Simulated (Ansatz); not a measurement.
## CsBr under changes of volume

One of the cells (40.468 Å³/atom); the others are scaled copies at fixed shape and fractional positions:

```
CELL_PARAMETERS angstrom
4.32562 0.00000 0.00000
0.00000 4.32562 0.00000
0.00000 0.00000 4.32562
ATOMIC_POSITIONS crystal
Cs 0.00000 0.00000 0.00000
Br 0.50000 0.50000 0.50000
```

The cell comes from a database or a generator and needn't be the stable form of this composition.

| Item | Value |
| --- | --- |
| Program | Ansatz 0.2.0 |
| Functional | r2SCAN |
| Potentials or basis | Ansatz PAW |
| Cutoff | 500 eV (not typed: the program's choice for these potentials) |
| k mesh | 6 × 6 × 6 |
| Occupations | fermi-dirac, width 0.05 eV |
| Spin | no spin polarisation |

```tsv
volume (Å³/atom)	energy over the lowest point (meV/atom)	pressure (GPa)	gap on the mesh (eV)
38.040	7.60	1.1	5.36
38.850	3.16	0.7	5.36
39.659	?	?	?
40.468	0.00	0.0	5.18
41.278	0.84	-0.3	5.10
42.087	3.05	-0.6	5.02
42.896	6.47	-0.8	4.94
```

What does the run at 39.659 Å³/atom give?

Energy over the lowest point 0.70 meV/atom; pressure 0.3 GPa; gap on the mesh 5.27 eV.

Worked out: A Birch-Murnaghan fit of order 3 (a polynomial in V^(-2/3)) to the other rows has its minimum at 40.42 Å³/atom with B0 = V·E''(V) = 15.4 GPa and B' = 5.1. It gives 0.71 meV/atom at 39.659 Å³/atom, against the run's 0.70, and -dE/dV = 0.3 GPa, against 0.3. A parabola through the other rows of the gap, of slope -3.33 eV per unit of ln V there, gives 5.26 eV, against the run's 5.27.

Energies are extrapolated to zero smearing.

Caveats: spin-orbit coupling is left out, which moves the levels of the heavy elements; the PAW data sets come from PBE, with cores solved anew for the run's functional, which leaves a small shift of forces and pressure.

A mesh can miss the band edges.
